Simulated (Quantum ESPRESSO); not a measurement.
Ba:

```xyz
1
Lattice="-2.5065 2.5065 2.5065 2.5065 -2.5065 2.5065 2.5065 2.5065 -2.5065" Properties=species:S:1:pos:R:3 pbc="T T T"
Ba    0.0000    0.0000    0.0000
```

Base run:

| Property | Result |
| --- | --- |
| Program | Quantum ESPRESSO 7.5 |
| Functional | WC |
| Potentials or basis | SG15 PBE 1.2 |
| Cutoff | 599 eV |
| Density cutoff | 2395 eV |
| k mesh | 8 × 8 × 8 |
| Occupations | fermi-dirac, width 0.05 eV |
| Spin | no spin polarisation |

Its results: band gap on the k mesh none (metal or under the smearing width); pressure -0.7 GPa.

Problem. After a change of settings the same cell gave: band gap on the k mesh none (metal or under the smearing width); pressure -0.1 GPa. Which change was it?
A. functional from WC to PW91
B. functional from WC to TASK; k mesh from 8 × 8 × 8 to 6 × 6 × 6
C. functional from WC to LDA

Solution. A.

PW91 binds less tightly than WC, so the same cell stands under more pressure.

Caveats: the potentials were made for another functional, which shifts forces and pressure; some levels on the path didn't converge; spin-orbit coupling is left out, which moves the levels of the heavy elements.
